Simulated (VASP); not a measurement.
# Al (Im-3m) in VASP: a series of runs

The runs below take Al through single point, with PBEsol.

All numbers are computed with VASP 6.6.1; they aren't measurements. Logs are shortened: lines on timing, memory, paths and dates and some standing lists are left out, and cuts for length are marked.

**1. The structure**

Symmetry: Im-3m, No. 229, cubic system. The conventional cell has a = 3.182 Å, b = 3.182 Å, c = 3.182 Å, α = 90.00°, β = 90.00°, γ = 90.00°. Around Al (site symmetry m-3m) lie 8 Al at 2.76 Å.

This isn't the form of Al at room conditions, which is fcc.

**2. Single point, PBEsol**

INCAR reads:

```
ADDGRID = F
ALGO = Normal
EDIFF = 1E-7
ENCUT = 400
GGA = PS
ISIF = 2
ISMEAR = 1
LASPH = T
LCHARG = F
LREAL = F
LWAVE = F
NELM = 100
PREC = Accurate
SIGMA = 0.05
```

KPOINTS reads:

```
k-points
0
Gamma
  10 10 10
```

POSCAR reads:

```
Al
1.0
   -1.5505220000      1.6151010000      1.5901740000
    1.5972310000     -1.6159030000      1.6376860000
    1.5218560000      1.5872370000     -1.5909760000
Al
1
Direct
   -0.0427450000     -0.0166940000     -0.0578530000
```

Potentials or basis: VASP PAW PBE potentials, release 64 (Al).

Run with:

```console
$ cat potpaw_PBE.64/Al/POTCAR > POTCAR
$ mpirun -np 1 vasp_std > vasp.out
```

OUTCAR:

```text
EDIFF = 1E-7
   ENCUT = 400
   GGA = PS
   ISIF = 2
   ISMEAR = 1
   LASPH = T
   LREAL = F
   NELM = 100
   PREC = Accurate

 Found    504 irreducible k-points:

 Following reciprocal coordinates:
            Coordinates               Weight
  0.000000  0.000000  0.000000      1.000000
  0.100000 -0.000000  0.000000      2.000000
  0.200000 -0.000000  0.000000      2.000000
  0.300000 -0.000000  0.000000      2.000000
  0.400000 -0.000000  0.000000      2.000000
  0.500000  0.000000 -0.000000      1.000000
   k-points           NKPTS =    504   k-points in BZ     NKDIM =    504   number of bands    NBANDS=      5
   number of dos      NEDOS =    301   number of ions     NIONS =      1
   total plane-waves  NPLWV =   5832
   dimension x,y,z NGX =    18 NGY =   18 NGZ =   18
   dimension x,y,z NGXF=    36 NGYF=   36 NGZF=   36
   ions per type =               1
   NGX,Y,Z   is equivalent  to a cutoff of  10.90, 10.68, 11.03 a.u.
   NGXF,Y,Z  is equivalent  to a cutoff of  21.79, 21.37, 22.05 a.u.
 SYSTEM =  unknown system
   PREC   = accura    normal or accurate (medium, high low for compatibility)
   ISTART =      0    job   : 0-new  1-cont  2-samecut
   ICHARG =      2    charge: 1-file 2-atom 10-const
   ISPIN  =      1    spin polarized calculation?
   LNONCOLLINEAR =      F non collinear calculations
   LSORBIT =      F    spin-orbit coupling
   LASPH  =      T    aspherical Exc in radial PAW
   ENCUT  =  400.0 eV  29.40 Ry    5.42 a.u.   4.48  4.57  4.43*2*pi/ulx,y,z
   NELM   =    100;   NELMIN=  2; NELMDL= -5     # of ELM steps
   EDIFF  = 0.1E-06   stopping-criterion for ELM
   LREAL  =      F    real-space projection
   EDIFFG = 0.1E-05   stopping-criterion for IOM
   NSW    =      0    number of steps for IOM
   IBRION =     -1    ionic relax: 0-MD 1-quasi-New 2-CG
   NFREE  =      0    steps in history (QN), initial steepest desc. (CG)
   ISIF   =      2    stress and relaxation
   ISYM   =      2    0-nonsym 1-usesym 2-fastsym
   POTIM  = 0.5000    time-step for ionic-motion
   TEBEG  =    0.0;   TEEND  =   0.0 temperature during run
   PSTRESS=    0.0 pullay stress
   NELECT =       3.0000    total number of electrons
   NUPDOWN=      -1.0000    fix difference up-down
   EMIN   =  10.00;   EMAX   =-10.00  energy-range for DOS
   EFERMI =   0.00;   METHOD = LEGACY
   ISMEAR =     1;   SIGMA  =   0.05  broadening in eV -4-tet -1-fermi 0-gaus
   EFERMI_NEDOS =   21; number of points for ismear=-14 and -15
   IALGO  =     38    algorithm
   IMIX   =      4    mixing-type and parameters
     AMIX     =   0.40;   BMIX     =  1.00
     AMIX_MAG =   1.60;   BMIX_MAG =  1.00
  volume/ion in A,a.u.               =      16.12       108.75
  Fermi-wavevector in a.u.,A,eV,Ry     =   0.934757  1.766435 11.888373  0.873771
  Thomas-Fermi vector in A             =   2.061595
   LORBIT       =      0    0 simple, 1 ext, 2 COOP (PROOUT), +10 PAW based schemes
   GGA     = PS    functional components
   LHFCALC =     F    Hartree Fock is set to
   AEXX    =    0.0000 exact exchange contribution
   IVDW    =     0    specifies the selected vdW correction
   LEPSILON=     F    determine dielectric tensor
   LRPA    =     F    only Hartree local field effects (RPA)
 non-spin polarized calculation
 Methfessel and Paxton  Order N= 1 SIGMA  =   0.05
  energy-cutoff  :      400.00
  volume of cell :       16.12
 maximum number of plane-waves:       311
 NGX is ok and might be reduce to    18
   NGX =  9   NGY =  9   NGZ =  9

 number of electron       3.0000000 magnetization

 Free energy of the ion-electron system (eV)
  ---------------------------------------------------
  ext. energy  EPLUGINS =         0.00000000
  ---------------------------------------------------
  free energy    TOTEN  =        -3.99617065 eV

  energy without entropy =       -3.99612249  energy(sigma->0) =       -3.99615460

 E-fermi :   8.1990     XC(G=0): -10.3459

 val. band max:        8.1906767127   @ k =   0.5000   0.2000   0.3000
 cond. band min:       8.2029440654   @ k =   0.0000   0.2000   0.5000
 fundamental gap:      0.0122673527
 Fermi energy:         8.1990279571

 k-point     1 :       0.0000    0.0000    0.0000
  band No.  band energies     occupation
      1      -3.0917      2.00000
      2      21.0480      0.00000
      3      21.6465      0.00000
      4      21.9520      0.00000
      5      22.7729      0.00000

 k-point     2 :       0.1000   -0.0000    0.0000
  band No.  band energies     occupation
      1      -2.8053      2.00000
      2      18.3277      0.00000
      3      20.2522      0.00000
      4      20.8044      0.00000
      5      22.5375      0.00000

 k-point     3 :       0.2000   -0.0000    0.0000
  band No.  band energies     occupation
      1      -1.9498      2.00000
      2      14.2298      0.00000
      3      18.7180      0.00000
      4      19.2119      0.00000
      5      21.1911      0.00000

 k-point     4 :       0.3000   -0.0000    0.0000
  band No.  band energies     occupation
      1      -0.5356      2.00000
      2      10.3571      0.00000
      3      17.6051      0.00000
      4      17.9308      0.00000
      5      20.0387      0.00000

 k-point     5 :       0.4000   -0.0000    0.0000
  band No.  band energies     occupation
      1       1.4197      2.00000
      2       6.9052      2.00000
      3      16.9415      0.00000
      4      17.1275      0.00000
      5      19.3229      0.00000

 k-point     6 :       0.5000    0.0000   -0.0000
  band No.  band energies     occupation
      1       3.6959      2.00000
      2       4.1280      2.00000
      3      16.7241      0.00000
      4      16.8523      0.00000
      5      19.0822      0.00000

 [... further k-points ...]

------------------------ aborting loop because EDIFF is reached ----------------------------------------

  FORCE on cell =-STRESS in cart. coord.  units (eV):
  Direction    XX          YY          ZZ          XY          YZ          ZX
  --------------------------------------------------------------------------------------
  -------------------------------------------------------------------------------------
  Total        0.3116129      0.2347855      0.2952409      0.1544305      0.0060872     -0.2524078
  in kB       30.9796535     23.3416956     29.3519912     15.3530312      0.6051764    -25.0936470
  external PRESSURE =      27.8911134 kB  Pullay stress =       0.0000000 kB

 VOLUME and BASIS-vectors are now :
 -----------------------------------------------------------------------------
  energy-cutoff  :      400.00
  volume of cell :       16.12
      direct lattice vectors                 reciprocal lattice vectors
    -1.550522000  1.615101000  1.590174000    -0.001770503  0.312333611  0.309906003
     1.597231000 -1.615903000  1.637686000     0.316062363  0.002905701  0.305229896
     1.521856000  1.587237000 -1.590976000     0.323572133  0.315167177 -0.004603969

 POSITION                                       TOTAL-FORCE (eV/Angst)
 -----------------------------------------------------------------------------------
      1.52013      1.45255      1.63362         0.000000      0.000000      0.000000
 -----------------------------------------------------------------------------------
    total drift:                                0.000001      0.000001      0.000002

  FREE ENERGIE OF THE ION-ELECTRON SYSTEM (eV)
  ---------------------------------------------------
  free  energy   TOTEN  =        -3.9961706518 eV

  energy  without entropy=       -3.9961224903  energy(sigma->0) =       -3.99615460
```

Wall time 25 s (1 thread of Intel Xeon Platinum 8375C at 2.90GHz (Ice Lake), shared host); peak memory 0.13 GiB.

The run converged, but some of its settings lie outside the range that counts as converged, so its numbers aren't taken as properties of the crystal.

What came out:

```
Free energy            : -3.9962 eV
Pressure               : 2.8 GPa
Band gap on the k mesh : none (metal or under the smearing width)
```

Caveat: the PAW data sets were made with another functional, which shifts forces and pressure a little.

**3. Single point, PBEsol**

Edit INCAR of step 2 so:

```diff
@@ -13,2 +13,2 @@
 PREC = Accurate
-SIGMA = 0.05
+SIGMA = 0.02
```

KPOINTS is that of step 2.

POSCAR reads:

```
Al
1.0
   -1.5912186900      1.5912186900      1.5912186900
    1.5912186900     -1.5912186900      1.5912186900
    1.5912186900      1.5912186900     -1.5912186900
Al
1
Direct
    0.0000000000      0.0000000000      0.0000000000
```

Potentials or basis: VASP PAW PBE potentials, release 64 (Al).

Run with:

```console
$ cat potpaw_PBE.64/Al/POTCAR > POTCAR
$ mpirun -np 1 vasp_std > vasp.out
```

It used 4.4 s of CPU time on 1 thread of Intel(R) Xeon(R) Platinum 8375C CPU @ 2.90GHz (Ice Lake), on a shared host, which was overloaded at the time.

These settings aren't checked as converged: the numbers below hold their error.

What came out:

```yaml
Free_energy: -4.0032 eV
Pressure: 2.7 GPa
Band_gap_on_the_k_mesh: none (metal or under the smearing width)
```

Caveat: the PAW data sets were made with another functional, which shifts forces and pressure a little.

**4. Single point, PBEsol**

INCAR is that of step 3.

KPOINTS is that of step 3.

POSCAR reads:

```
Al
1.0
   -1.5505220000      1.6151010000      1.5901740000
    1.5972310000     -1.6159030000      1.6376860000
    1.5218560000      1.5872370000     -1.5909760000
Al
1
Direct
   -0.0427450000     -0.0166940000     -0.0578530000
```

Run with:

```console
$ cat potpaw_PBE.64/Al/POTCAR > POTCAR
$ mpirun -np 1 vasp_std > vasp.out
```

Wall time 20 s (1 thread of Intel Xeon Platinum 8375C at 2.90GHz (Ice Lake), shared host); peak memory 0.13 GiB.

These settings aren't checked as converged: the numbers below hold their error.

What came out:

- Free energy: -3.9962 eV
- Pressure: 2.8 GPa
- Band gap on the k mesh: none (metal or under the smearing width)

Caveat: the PAW data sets were made with another functional, which shifts forces and pressure a little.

**5. Single point, PBEsol**

Edit INCAR of step 4 so:

```diff
@@ -12,3 +12,3 @@
 NELM = 100
-PREC = Accurate
-SIGMA = 0.02
+PREC = Low
+SIGMA = 0.15
```

KPOINTS is that of step 4.

POSCAR reads:

```
Al
1.0
   -1.5912186900      1.5912186900      1.5912186900
    1.5912186900     -1.5912186900      1.5912186900
    1.5912186900      1.5912186900     -1.5912186900
Al
1
Direct
    0.0000000000      0.0000000000      0.0000000000
```

Run with:

```console
$ cat potpaw_PBE.64/Al/POTCAR > POTCAR
$ mpirun -np 1 vasp_std > vasp.out
```

Wall time 5 s (1 thread of Intel Xeon Platinum 8375C at 2.90GHz (Ice Lake), shared host); peak memory 0.1 GiB.

These settings aren't checked as converged: the numbers below hold their error.

Results:

```
Free energy            : -4.0043 eV
Pressure               : 2.8 GPa
Band gap on the k mesh : none (metal or under the smearing width)
```

Caveat: the PAW data sets were made with another functional, which shifts forces and pressure a little.

**6. Single point, PBEsol**

INCAR is that of step 5.

KPOINTS is that of step 5.

POSCAR reads:

```
Al
1.0
   -1.5505220000      1.6151010000      1.5901740000
    1.5972310000     -1.6159030000      1.6376860000
    1.5218560000      1.5872370000     -1.5909760000
Al
1
Direct
   -0.0427450000     -0.0166940000     -0.0578530000
```

Potentials or basis: VASP PAW PBE potentials, release 64 (Al).

Run with:

```console
$ cat potpaw_PBE.64/Al/POTCAR > POTCAR
$ mpirun -np 1 vasp_std > vasp.out
```

Wall time 12 s (1 thread of Intel Xeon Platinum 8375C at 2.90GHz (Ice Lake), shared host); peak memory 0.12 GiB.

These settings aren't checked as converged: the numbers below hold their error.

What came out:

- Free energy: -3.9959 eV
- Pressure: 2.8 GPa
- Band gap on the k mesh: none (metal or under the smearing width)

Caveat: the PAW data sets were made with another functional, which shifts forces and pressure a little.
